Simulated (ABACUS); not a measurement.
Here is an ABACUS 3.10.1 calculation.

File INPUT:

```
INPUT_PARAMETERS
suffix              Sn
calculation         cell-relax
basis_type          pw
pseudo_dir          ./
symmetry            1
dft_functional      GGA_XC_HCTH_407
ecutwfc             73
pseudo_rcut         10
nspin               1
nbands              18
ks_solver           dav
smearing_method     fd
smearing_sigma      0.00367493
scf_thr             1e-08
scf_nmax            100
mixing_type         broyden
mixing_beta         0.7
cal_force           1
cal_stress          1
relax_nmax          60
force_thr_ev        0.005
relax_method        cg
out_stru            1
stress_thr          0.2
kpar                4
```

File STRU:

```
ATOMIC_SPECIES
Sn 118.7100 Sn_ONCV_PBE-1.2.upf

LATTICE_CONSTANT
8.6410320500

LATTICE_VECTORS
0.0000000000 0.7071067812 0.7071067812
0.7071067812 0.0000000000 0.7071067812
0.7071067812 0.7071067812 0.0000000000

ATOMIC_POSITIONS
Cartesian

Sn
0.0
2
1.0606601718 1.0606601718 1.0606601718 1 1 1
0.7071067812 0.7071067812 0.7071067812 1 1 1
```

Contents of KPT:

```
K_POINTS
0
Gamma
6 6 6 0 0 0
```

Potentials or basis: SG15 ONCV 1.2 PBE, plane waves.

Launch:

```sh
$ OMP_NUM_THREADS=1 mpirun -np 4 abacus > log
```

Predict the band gap on the k mesh.

none (metal or under the smearing width).

What does it give for the relaxed cell?

a = 4.776 Å, b = 4.776 Å, c = 4.776 Å, α = 60.00°, β = 60.00°, γ = 60.00°.

What does it give for the space group after relaxing (to 0.05 Å)?

Fd-3m (No. 227).

What does it give for the relaxed volume?

38.52 Å³/atom.

The path:
```
step  energy change (eV)  largest force (eV/Å)  pressure (GPa)  volume (Å³)
   1              0.0000                0.0000            5.47        67.61
   2             -0.1298                0.0000           -0.84        79.99
   3             -0.1379                0.0000            0.02        77.03
```

Caveat: the potentials were made for another functional, which shifts forces and pressure; the volume moved by +14 % from the deposited cell, more than functionals usually miss. Zero-point motion and thermal expansion aren't in these numbers.
